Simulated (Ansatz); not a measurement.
Crystal: Sn.

```
Sn
1.0
     0.00000    3.23334    3.23334
     3.23334    0.00000    3.23334
     3.23334    3.23334    0.00000
Sn
2
Direct
  0.75000 0.75000 0.75000
  0.50000 0.50000 0.50000
```

This isn't the form of Sn at room conditions, which is tetragonal (white tin).

Base run:

- Program: Ansatz 0.2.0
- Functional: LDA
- Potentials or basis: all-electron LAPW, scalar-relativistic
- Cutoff: 257 eV
- Density cutoff: 1028 eV
- Basis error allowed: 0.001 eV/atom
- k mesh: 7 × 7 × 7
- Occupations: fermi-dirac, width 0.05 eV
- Spin: no spin polarisation

Its results: pressure 0.2 GPa.

Task: The run is repeated on the same cell with these changes: functional from LDA to revPBE. What comes out?

Result: Pressure 4.8 GPa.

revPBE binds less tightly than LDA, so the same cell stands under more pressure.

Not every run made on this cell is shown here.
